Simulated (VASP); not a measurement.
Write the native input for VASP 6.6.1 that does the following.

```yaml
Task: single point
Functional: PBE
Potentials_or_basis: VASP PAW PBE potentials, release 64 (Cd, S)
Cutoff: 520 eV
k_mesh: 12 × 12 × 12
Occupations: gaussian, width 0.03 eV
Spin: no spin polarisation
Dipole_correction: no
Further_INCAR_settings: ALGO = Fast; EDIFF = 1e-06; NBANDS = 16
```

The structure of CdS lies in POSCAR:

```
CdS
1.0
    0.0000000000      2.7532440000      2.7532440000
    2.7532440000      0.0000000000      2.7532440000
    2.7532440000      2.7532440000      0.0000000000
Cd S
1 1
Direct
    0.0000000000      0.0000000000      0.0000000000
    0.5000000000      0.5000000000      0.5000000000
```

Measurements of this composition are mostly on another form, of space group No. 186.

One way to write it, as run:

INCAR

```
SYSTEM = CdS
PREC     = Accurate       ! precision mode
ENCUT    = 520            ! plane-wave cutoff, eV
EDIFF    = 1E-6           ! SCF threshold, eV
ISMEAR   = 0              ! smearing method
SIGMA    = 0.03           ! smearing width, eV
LREAL    = .False.        ! projectors in reciprocal space
LASPH    = .True.         ! aspherical terms in the spheres
NELM     = 60             ! most SCF steps
ALGO     = Fast           ! electronic algorithm
ISIF     = 2              ! what is computed and relaxed
LWAVE    = .False.        ! write WAVECAR
LCHARG   = .False.        ! write CHGCAR
GGA      = PE             ! functional
NBANDS   = 16             ! bands
```

KPOINTS

```
regular mesh
0
Gamma
  12 12 12
  0 0 0
```

Potentials or basis: VASP PAW PBE potentials, release 64 (Cd, S).

Command:

```bash
$ cat potpaw_PBE.64/Cd/POTCAR potpaw_PBE.64/S/POTCAR > POTCAR
$ mpirun -np 1 vasp_std > vasp.out
```

It gave:

```json
{
  "Pressure": "-0.1 GPa",
  "Band gap on the k mesh": "0.25 eV, indirect (least direct gap 1.53 eV)"
}
```

Run time: 21 s on 1 thread of Intel(R) Xeon(R) 6975P-C (Granite Rapids) (shared host), peak memory 0.19 GiB.
